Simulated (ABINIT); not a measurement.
# HfC (Fm-3m) in ABINIT: further runs

One crystal, HfC, is run at these levels: LDA, PBEsol, PBE; tasks: single point, relaxation of cell and atoms.

Everything below comes from runs of ABINIT 10.8.3 (patched build). Logs are shortened: lines on timing, memory, paths and dates and some standing lists are left out, and cuts for length are marked. The log counts tension as positive stress, the text compression.

### Step 1. The crystal as given

The structure is cubic, space group Fm-3m (No. 225). Conventional cell: a = 4.650 Å, b = 4.650 Å, c = 4.650 Å, α = 90.00°, β = 90.00°, γ = 90.00°. Hf (site symmetry m-3m) has 6 C at 2.33 Å as nearest neighbours. C (site symmetry m-3m) is surrounded by 6 Hf at 2.33 Å.

### Step 2. Single point, LDA

run.abi reads:

```
# Pseudopotentials
pp_dirpath "./"
pseudos "Hf.upf, C.upf"

# Structure
acell 6.2135074315 6.2135074315 6.2135074315
rprim
     0.0000000000     0.7071067812     0.7071067812
     0.7071067812     0.0000000000     0.7071067812
     0.7071067812     0.7071067812     0.0000000000
ntypat 2
znucl 72 6
natom 2
typat 1 2
xcart
     4.3936132398     4.3936132398     4.3936132398
     0.0000000000     0.0000000000     0.0000000000

# Plane-wave basis
ecut 62.0

# k points
kptopt 1
ngkpt 8 8 8
nshiftk 1
shiftk 0.0 0.0 0.0

# Exchange and correlation
ixc 7

# Bands and occupations
nband 19
occopt 3
tsmear 0.00183747

# SCF cycle
nstep 100
tolvrs 1.0e-10

# Output
iomode 3
prtwf 0
prtden 0
prteig 0
prtebands 0
```

Potentials or basis: PseudoDojo NC SR LDA v0.4 stringent.

The run is started by

```bash
mpirun --bind-to none -np 4 abinit run.abi > log 2>&1
```

run.abo:

```text
.Version 10.8.3 of ABINIT
 Symmetries : space group Fm -3 m (#225); Bravais cF (face-center cubic)
================================================================================
 Values of the parameters that define the memory need of the present run
     intxc =       0    ionmov =       0      iscf =       7    lmnmax =       8
     lnmax =       8     mgfft =      48  mpssoang =       4    mqgrid =    3001
     natom =       2  nloc_mem =       1    nspden =       1   nspinor =       1
    nsppol =       1      nsym =      48    n1xccc =    2501    ntypat =       2
    occopt =       3   xclevel =       1
       mpw =        3976          nfft =      110592          nkpt =          29
================================================================================
================================================================================

--------------------------------------------------------------------------------
------------- Echo of variables that govern the present computation ------------
--------------------------------------------------------------------------------
 -outvars: echo values of preprocessed input variables --------
            acell      6.2135074315E+00  6.2135074315E+00  6.2135074315E+00 Bohr
              amu      1.78490000E+02  1.20110000E+01
             ecut      6.20000000E+01 Hartree
              ixc           7
         kptrlatt        8    0    0      0    8    0      0    0    8
          kptrlen      4.97080595E+01
            natom           2
            nband          19
            ngfft          48      48      48
             nkpt          29
            nstep         100
             nsym          48
           ntypat           2
           occopt           3
           prtden           0
        prtebands           0
           prteig           0
            prtwf           0
            rprim      0.0000000000E+00  7.0710678120E-01  7.0710678120E-01
                       7.0710678120E-01  0.0000000000E+00  7.0710678120E-01
                       7.0710678120E-01  7.0710678120E-01  0.0000000000E+00
          spgroup         225
           tolvrs      1.00000000E-10
           tsmear      1.83747000E-03 Hartree
            typat      1  2
           xangst      2.3249999984E+00  2.3249999984E+00  2.3249999984E+00
                      -2.6588533961E-11 -2.6588324233E-11 -2.6588533961E-11
            xcart      4.3936132398E+00  4.3936132398E+00  4.3936132398E+00
                      -5.0245047276E-11 -5.0244650948E-11 -5.0245047276E-11
             xred      4.9999999999E-01  4.9999999999E-01  4.9999999999E-01
                      -5.7179191937E-12 -5.7180093993E-12 -5.7179191937E-12
            znucl       72.00000    6.00000

================================================================================

 chkinp: Checking input parameters for consistency.

================================================================================
== DATASET  1 ==================================================================

--- !DatasetInfo
iteration_state: {dtset: 1, }
dimensions: {natom: 2, nkpt: 29, mband: 19, nsppol: 1, nspinor: 1, nspden: 1, mpw: 3976, }
cutoff_energies: {ecut:  62.0, pawecutdg:  -1.0, }
electrons: {nelect:   3.00000000E+01, charge:   0.00000000E+00, occopt:   3.00000000E+00, tsmear:   1.83747000E-03, }
meta: {optdriver: 0, ionmov: 0, optcell: 0, iscf: 7, paral_kgb: 0, }
...

 Exchange-correlation functional for the present dataset will be:
  LDA: Perdew-Wang 92 LSD fit to Ceperley-Alder data - ixc=7
  J.P.Perdew and Y.Wang, PRB 45, 13244 (1992)

 Real(R)+Recip(G) space primitive vectors, cartesian coordinates (Bohr,Bohr^-1):
 R(1)=  0.0000000  4.3936132  4.3936132  G(1)= -0.1138016  0.1138016  0.1138016
 R(2)=  4.3936132  0.0000000  4.3936132  G(2)=  0.1138016 -0.1138016  0.1138016
 R(3)=  4.3936132  4.3936132  0.0000000  G(3)=  0.1138016  0.1138016 -0.1138016
 Unit cell volume ucvol=  1.6962719E+02 bohr^3
 Angles (23,13,12)=  6.00000000E+01  6.00000000E+01  6.00000000E+01 degrees

 getcut: wavevector=  0.0000  0.0000  0.0000  ngfft=  48  48  48
         ecut(hartree)=     62.000   => boxcut(ratio)=   2.17943

--- Pseudopotential description ------------------------------------------------
- pspini: atom type   1  psp file is ./Hf.upf
12 -1012 3 -1 1618                            pspcod,pspxc,lmax,lloc,mmax
     nproj     2     2     2     2

- pspini: atom type   2  psp file is ./C.upf
12 -1012 1 -1 1234                            pspcod,pspxc,lmax,lloc,mmax
     nproj     2     2     0     0

   1.19154755E+03                                ecore*ucvol(ha*bohr**3)
--------------------------------------------------------------------------------

================================================================================

--- !BeginCycle
iteration_state: {dtset: 1, }
solver: {iscf: 7, nstep: 100, nline: 4, wfoptalg: 0, }
tolerances: {tolvrs: 1.00E-10, }
...

     iter   Etot(hartree)      deltaE(h)  residm     vres2
 ETOT  1  -263.81042011349    -2.638E+02 1.276E+00 1.491E+05
 ETOT  2  -258.01935597020     5.791E+00 1.198E+00 3.987E+05
 ETOT  3  -284.22952434607    -2.621E+01 1.694E-01 7.155E+04
 ETOT  4  -286.82188297470    -2.592E+00 1.923E-02 4.228E+04
 ETOT  5  -289.44292523102    -2.621E+00 2.286E-01 1.060E+04
 ETOT  6  -289.14783929235     2.951E-01 3.415E-02 1.438E+04
 ETOT  7  -289.48616587281    -3.383E-01 7.554E-03 1.034E+04
 ETOT  8  -289.71191823499    -2.258E-01 2.229E-03 7.626E+03
 ETOT  9  -290.30710821639    -5.952E-01 1.037E-02 4.591E+02
 ETOT 10  -290.33927309733    -3.216E-02 8.783E-03 3.736E+01
 ETOT 11  -290.34054040226    -1.267E-03 2.710E-04 2.681E+01
 ETOT 12  -290.33190379428     8.637E-03 1.572E-04 1.076E+02
 ETOT 13  -290.33949982636    -7.596E-03 4.866E-05 2.949E+01
 ETOT 14  -290.34104463711    -1.545E-03 9.271E-05 1.090E+01
 ETOT 15  -290.34194718783    -9.026E-04 2.662E-05 6.910E-01
 ETOT 16  -290.34202328622    -7.610E-05 4.306E-01 4.803E-02
 ETOT 17  -290.34202917390    -5.888E-06 8.309E-03 3.420E-05
 ETOT 18  -290.34202918322    -9.315E-09 8.281E-04 1.022E-06
 ETOT 19  -290.34202918346    -2.474E-10 7.951E-05 5.740E-08
 ETOT 20  -290.34202918348    -1.955E-11 8.528E-06 3.436E-09
 ETOT 21  -290.34202918348     4.093E-12 8.241E-07 1.172E-10
 ETOT 22  -290.34202918346     1.700E-11 2.393E-07 1.691E-11

 At SCF step   22       vres2   =  1.69E-11 < tolvrs=  1.00E-10 =>converged.

 Cartesian components of stress tensor (hartree/bohr^3)
  sigma(1 1)=  4.41735620E-04  sigma(3 2)=  0.00000000E+00
  sigma(2 2)=  4.41735620E-04  sigma(3 1)=  0.00000000E+00
  sigma(3 3)=  4.41735620E-04  sigma(2 1)=  0.00000000E+00

--- !ResultsGS
iteration_state: {dtset: 1, }
comment   : Summary of ground state results
lattice_vectors:
- [  0.0000000,   4.3936132,   4.3936132, ]
- [  4.3936132,   0.0000000,   4.3936132, ]
- [  4.3936132,   4.3936132,   0.0000000, ]
lattice_lengths: [   6.21351,    6.21351,    6.21351, ]
lattice_angles: [ 60.000,  60.000,  60.000, ] # degrees, (23, 13, 12)
lattice_volume:   1.6962719E+02
convergence: {deltae:  1.700E-11, res2:  1.691E-11, residm:  2.393E-07, diffor: null, }
etotal    :  -2.90342029E+02
entropy   :   0.00000000E+00
fermie    :   4.67506130E-01
cartesian_stress_tensor: # hartree/bohr^3
- [  4.41735620E-04,   0.00000000E+00,   0.00000000E+00, ]
- [  0.00000000E+00,   4.41735620E-04,   0.00000000E+00, ]
- [  0.00000000E+00,   0.00000000E+00,   4.41735620E-04, ]
pressure_GPa:  -1.2996E+01
xred      :
- [  5.0000E-01,   5.0000E-01,   5.0000E-01, Hf]
- [ -5.7179E-12,  -5.7180E-12,  -5.7179E-12,  C]
cartesian_forces: # hartree/bohr
- [ -0.00000000E+00,  -0.00000000E+00,  -0.00000000E+00, ]
- [ -0.00000000E+00,  -0.00000000E+00,  -0.00000000E+00, ]
force_length_stats: {min:   0.00000000E+00, max:   0.00000000E+00, mean:   0.00000000E+00, }
...

 Integrated electronic density in atomic spheres:
 ------------------------------------------------
 Atom  Sphere_radius  Integrated_density
    1        2.00000         22.29806905
    2        2.00000          3.85511461
================================================================================

 ----iterations are completed or convergence reached----

 Mean square residual over all n,k,spin=   74.577E-11; max=  23.929E-08
 reduced coordinates (array xred) for    2 atoms
       0.499999999994      0.499999999994      0.499999999994
      -0.000000000006     -0.000000000006     -0.000000000006
 rms dE/dt=  0.0000E+00; max dE/dt=  0.0000E+00; dE/dt below (all hartree)
    1       0.000000000000      0.000000000000      0.000000000000
    2       0.000000000000      0.000000000000      0.000000000000

 cartesian coordinates (angstrom) at end:
    1      2.32499999844655     2.32499999844655     2.32499999844655
    2     -0.00000000002659    -0.00000000002659    -0.00000000002659

 cartesian forces (hartree/bohr) at end:
    1     -0.00000000000000    -0.00000000000000    -0.00000000000000
    2     -0.00000000000000    -0.00000000000000    -0.00000000000000
 frms,max,avg= 0.0000000E+00 0.0000000E+00   0.000E+00  0.000E+00  0.000E+00 h/b

 cartesian forces (eV/Angstrom) at end:
    1     -0.00000000000000    -0.00000000000000    -0.00000000000000
    2     -0.00000000000000    -0.00000000000000    -0.00000000000000
 frms,max,avg= 0.0000000E+00 0.0000000E+00   0.000E+00  0.000E+00  0.000E+00 e/A
 length scales=  6.213507431500  6.213507431500  6.213507431500 bohr
              =  3.288046530296  3.288046530296  3.288046530296 angstroms
 Fermi (or HOMO) energy (hartree) =   0.46751   Average Vxc (hartree)=  -0.49661
 Eigenvalues (hartree) for nkpt=  29  k points:
 kpt#   1, nband= 19, wtk=  0.00195, kpt=  0.0000  0.0000  0.0000 (reduced coord)
  -1.77930   -0.61862   -0.61862   -0.61862    0.02133    0.06327    0.06485    0.06485
   0.06485    0.06731    0.06731    0.06731    0.50884    0.50884    0.50884    0.51624
   0.51624    0.51624    0.59075
      occupation numbers for kpt#   1
   2.00000    2.00000    2.00000    2.00000    2.00000    2.00000    2.00000    2.00000
   2.00000    2.00000    2.00000    2.00000    0.00000    0.00000    0.00000    0.00000
   0.00000    0.00000    0.00000
 prteigrs : prtvol=0 or 1, do not print more k-points.

--- !EnergyTerms
iteration_state     : {dtset: 1, }
comment             : Components of total free energy in Hartree
kinetic             :  2.01346833856221E+02
hartree             :  9.28354847470376E+01
xc                  : -4.25568203431147E+01
Ewald energy        : -1.93427869600721E+02
psp_core            :  7.02450796249755E+00
local_psp           : -2.75829573345135E+02
non_local_psp       : -7.97344925449039E+01
internal            : -2.90341929268119E+02
'-kT*entropy'       : -9.99153435472479E-05
total_energy        : -2.90342029183462E+02
total_energy_eV     : -7.90060909955307E+03
band_energy         : -3.96529164281102E+00
...

 Cartesian components of stress tensor (hartree/bohr^3)
  sigma(1 1)=  4.41735620E-04  sigma(3 2)=  0.00000000E+00
  sigma(2 2)=  4.41735620E-04  sigma(3 1)=  0.00000000E+00
  sigma(3 3)=  4.41735620E-04  sigma(2 1)=  0.00000000E+00

-Cartesian components of stress tensor (GPa)         [Pressure= -1.2996E+01 GPa]
- sigma(1 1)=  1.29963106E+01  sigma(3 2)=  0.00000000E+00
- sigma(2 2)=  1.29963106E+01  sigma(3 1)=  0.00000000E+00
- sigma(3 3)=  1.29963106E+01  sigma(2 1)=  0.00000000E+00

== END DATASET(S) ==============================================================
================================================================================

 -outvars: echo values of variables after computation  --------
            acell      6.2135074315E+00  6.2135074315E+00  6.2135074315E+00 Bohr
           etotal     -2.9034202918E+02
            fcart     -0.0000000000E+00 -0.0000000000E+00 -0.0000000000E+00
                      -0.0000000000E+00 -0.0000000000E+00 -0.0000000000E+00
            rprim      0.0000000000E+00  7.0710678120E-01  7.0710678120E-01
                       7.0710678120E-01  0.0000000000E+00  7.0710678120E-01
                       7.0710678120E-01  7.0710678120E-01  0.0000000000E+00
           strten      4.4173562039E-04  4.4173562039E-04  4.4173562039E-04
                       0.0000000000E+00  0.0000000000E+00  0.0000000000E+00
           xangst      2.3249999984E+00  2.3249999984E+00  2.3249999984E+00
                      -2.6588533961E-11 -2.6588324233E-11 -2.6588533961E-11
             xred      4.9999999999E-01  4.9999999999E-01  4.9999999999E-01
                      -5.7179191937E-12 -5.7180093993E-12 -5.7179191937E-12
 Calculation completed.
```

It took 50 s on 4 MPI ranks of Arm Neoverse V1, shared host; peak memory 0.32 GiB.

Results:

- Free energy: -7900.6091 eV
- Pressure: -13.0 GPa
- Band gap on the k mesh: none (metal or under the smearing width)
- Valence electrons inside the program's atomic spheres: Hf 22.30; C 3.86

The run has no spin-orbit coupling, so splittings on Hf are missing.

### Step 3. Relaxation of cell and atoms, PBEsol

run.abi reads:

```
# Pseudopotentials
pp_dirpath "./"
pseudos "Hf.upf, C.upf"

# Structure
acell 3*1.0
rprim
     0.0000000000     4.3936132398     4.3936132398
     4.3936132398     0.0000000000     4.3936132398
     4.3936132398     4.3936132398     0.0000000000
ntypat 2
znucl 72 6
natom 2
typat 1 2
chkprim 0
chksymtnons 0
tolsym 1.0e-6
xred
            1/2            1/2            1/2
            0.0            0.0            0.0

# Plane-wave basis
ecut 41.0
ecutsm 0.5

# k points
kptopt 1
ngkpt 8 8 8
nshiftk 1
shiftk 0.0 0.0 0.0

# Exchange and correlation
ixc -116133

# Bands and occupations
nband 12
occopt 3
tsmear 0.00183747

# SCF cycle
nstep 80
tolvrs 1.0e-12

# Output
iomode 3
prteig 0
prtebands 0
prtwf 0
prtden 0

# Relaxation
ionmov 2
optcell 2
ntime 50
tolmxf 2.0e-5
dilatmx 1.08
```

Potentials or basis: PseudoDojo NC SR PBEsol v0.4.1 standard.

The run is started by

```bash
mpirun --bind-to none -np 4 abinit run.abi > log 2>&1
```

It took 27 s on 4 MPI ranks of Arm Neoverse V2, shared host; peak memory 0.32 GiB.

Results (log left out):

```
Free energy                            : -1699.6428 eV
Relaxed volume                         : 12.25 Å³/atom
Relaxed cell                           : a = 3.260 Å, b = 3.260 Å, c = 3.260 Å, α = 60.00°, β = 60.00°, γ = 60.00°
Space group after relaxing (to 0.05 Å) : Fm-3m (No. 225)
Energy gained by relaxing              : 6.3 meV/atom
Ionic steps                            : 4
Pressure after relaxing                : 0.0 GPa
Band gap on the k mesh                 : none (metal or under the smearing width)
```

Step by step:
```
step  energy change (eV)  largest force (eV/Å)  pressure (GPa)  volume (Å³)
   1              0.0000                0.0000           -6.18        25.14
   2             -0.0117                0.0000           -1.72        24.66
   3             -0.0127                0.0000            0.06        24.49
   4             -0.0127                0.0000            0.00        24.49
```

Final structure:
```
Hf C
1.0
     0.00000    2.30501    2.30501
     2.30501    0.00000    2.30501
     2.30501    2.30501    0.00000
Hf C
1 1
Cartesian
  2.3050 2.3050 2.3050
  0.0000 0.0000 0.0000
```

### Step 4. Single point, PBEsol (cell relaxed)

run.abi reads:

```
# Pseudopotentials
pp_dirpath "./"
pseudos "Hf.upf, C.upf"

# Structure
acell 3*1.0 Angstrom
rprim
     0.0000000000     2.3050122300     2.3050122300
     2.3050122300     0.0000000000     2.3050122300
     2.3050122300     2.3050122300     0.0000000000
ntypat 2
znucl 72 6
natom 2
typat 1 2
xred
     0.5000000000     0.5000000000     0.5000000000
     0.0000000000     0.0000000000     0.0000000000
chkprim 0
chksymtnons 0
tolsym 1.0e-6

# Plane-wave basis
ecut 41.0

# k points
kptopt 1
ngkpt 8 8 8
nshiftk 1
shiftk 0.0 0.0 0.0

# Exchange and correlation
ixc -116133

# Bands and occupations
nband 12
occopt 3
tsmear 0.00183747

# SCF cycle
nstep 100
tolvrs 1.0e-10

# Output
iomode 3
prtwf 0
prtden 0
prteig 0
prtebands 0
enunit 2
```

The run is started by

```bash
mpirun --bind-to none -np 4 abinit run.abi > log 2>&1
```

Run time: 7 s. Hardware: 4 MPI ranks of Arm Neoverse V2, shared host; peak memory 0.28 GiB.

The run converged. Its results:

* Free energy: -1699.6429 eV
* Pressure: -0.1 GPa
* Band gap on the k mesh: none (metal or under the smearing width)
* Valence electrons inside the program's atomic spheres: Hf 8.45; C 3.90

Levels at points of the mesh, in eV from the Fermi level:
```tsv
k point	band 4	band 5	band 6	band 7	band 8	band 9	band 10	band 11	band 12
(0.00, 0.00, 0.00)	-29.30	-12.37	1.12	1.12	1.12	1.42	1.42	1.42	3.50
(0.50, 0.00, 0.00)	-29.37	-8.40	-6.24	-3.04	-3.04	5.51	5.51	5.98	6.72
(0.50, 0.50, 0.00)	-29.56	-10.44	-2.51	-1.85	0.01	0.01	5.51	7.00	7.00
```

Spin-orbit coupling is left out, which matters for the levels of Hf.

### Step 5. Single point, PBE

run.abi reads:

```
# Pseudopotentials
pp_dirpath "./"
pseudos "Hf.upf, C.upf"

# Structure
acell 3.2880465325 3.2880465325 3.2880465325 Angstrom
rprim
     0.0000000000     0.7071067812     0.7071067812
     0.7071067812     0.0000000000     0.7071067812
     0.7071067812     0.7071067812     0.0000000000
ntypat 2
znucl 72 6
natom 2
typat 1 2
xcart
     2.3250000000     2.3250000000     2.3250000000
     0.0000000000     0.0000000000     0.0000000000 Angstrom

# Plane-wave basis
ecut 843.552974 eV

# k points
kptopt 1
ngkpt 8 8 8
nshiftk 1
shiftk 0.0 0.0 0.0

# Exchange and correlation
ixc 11

# Bands and occupations
nband 12
occopt 3
tsmear 0.05 eV

# SCF cycle
nstep 100
tolvrs 1.0e-10

# Output
iomode 3
prtwf 0
prtden 0
prteig 0
prtebands 0
enunit 1
```

Potentials or basis: PseudoDojo NC SR PBE v0.4.1 standard.

The run is started by

```bash
mpirun --bind-to none -np 4 abinit run.abi > log 2>&1
```

Wall time 5.4 s (4 MPI ranks of Arm Neoverse V2, shared host); peak memory 0.24 GiB.

Results (log left out):

| Item | Value |
| --- | --- |
| Free energy | -1700.8266 eV |
| Band gap on the k mesh | none (metal or under the smearing width) |
| Valence electrons inside the program's atomic spheres | Hf 8.44; C 3.91 |

Levels at points of the mesh, in eV from the Fermi level:
| k point | band 6 | band 7 | band 8 | band 9 | band 10 | band 11 |
| --- | --- | --- | --- | --- | --- | --- |
| (0.00, 0.00, 0.00) | 1.09 | 1.09 | 1.09 | 1.47 | 1.47 | 1.47 |
| (0.50, 0.00, 0.00) | -6.08 | -2.92 | -2.92 | 5.40 | 5.40 | 5.85 |
| (0.50, 0.50, 0.00) | -2.53 | -1.69 | -0.02 | -0.02 | 5.39 | 6.82 |

Caveat: the cutoff is too short for stress, so the log's stress isn't used. Spin-orbit coupling is left out, which matters for the levels of Hf.

### Step 6. Overview

```csv
task,level,potentials or basis,cell,cutoff (eV),cell freedom (optcell),optimiser (ionmov),cutoff smearing ecutsm (Ha),force stop (Ha/bohr),gap on the mesh (eV),pressure (GPa)
single point,LDA,PseudoDojo NC SR LDA v0.4 stringent,as given,1687,-,-,-,-,none,-13.0
relaxation of cell and atoms,PBEsol,PseudoDojo NC SR PBEsol v0.4.1 standard,relaxed,1116,2,2,0.5,2e-05,none,0.0
single point,PBEsol,PseudoDojo NC SR PBEsol v0.4.1 standard,cell relaxed,1116,-,-,-,-,none,-0.1
single point,PBE,PseudoDojo NC SR PBE v0.4.1 standard,as given,844,-,-,-,-,none,-
```

Alike in all rows: no spin polarisation; k mesh 8 × 8 × 8; smearing fermi-dirac 0.05 eV.

Absolute energies hang on the potentials; compare differences alone.
